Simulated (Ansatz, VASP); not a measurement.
One calculation of HfN, two programs

File INCAR:

```
ALGO = Normal
EDIFF = 1E-7
ENCUT = 520
GGA = PE
ISIF = 2
ISMEAR = 0
LASPH = True
LCHARG = False
LREAL = False
LWAVE = False
NBANDS = 14
NELM = 60
PREC = Accurate
SIGMA = 0.1
```

The input KPOINTS:

```
k-points
0
Gamma
  8 8 8
```

POSCAR

```
HfN
1.0
    0.0000000000      2.2560000000      2.2560000000
    2.2560000000      0.0000000000      2.2560000000
    2.2560000000      2.2560000000      0.0000000000
Hf N
1 1
Direct
    0.0000000000      0.0000000000      0.0000000000
    0.5000000000      0.5000000000      0.5000000000
```

Input for Ansatz:

```yaml
crystal:
  lattice:
    - [0.0, 2.256, 2.256]
    - [2.256, 0.0, 2.256]
    - [2.256, 2.256, 0.0]
  atoms:
    - { symbol: Hf, position: [0.0, 0.0, 0.0] }
    - { symbol: "N", position: [0.5, 0.5, 0.5] }
basis:
  ecutwfc: 420
kpoints:
  mp_grid: { grid: [8, 8, 8] }
hamiltonian:
  xc: pbe
scf:
  occupations: { method: gaussian, width: 0.1 }
output:
  forces: true
  stress: true
  eigenvalues: true
```

Alike in both runs: task single point; functional PBE; k mesh 8 × 8 × 8; occupations gaussian, width 0.1 eV; no spin polarisation.

|  | VASP | Ansatz |
| --- | --- | --- |
| version | VASP 6.6.1 | Ansatz 0.2.0 |
| potentials or method | VASP PAW PBE potentials, release 64 (Hf_pv, N) | scalar-relativistic, plane waves, PAW |
| plane-wave cutoff (eV) | 520 | 420 |
| valence electrons in the cell | 15 | 31 |

```tsv
	VASP	Ansatz	Ansatz less VASP
gap on the k mesh at the Fermi level (eV)	none	none	-
pressure (GPa)	4.4	6.8	+2.43
```

A gap of «none» marks a metal or a gap that the smearing closes. The two sets of potentials don't hold the same shells in valence.

Spin-orbit coupling is left out, which matters for the levels of Hf.
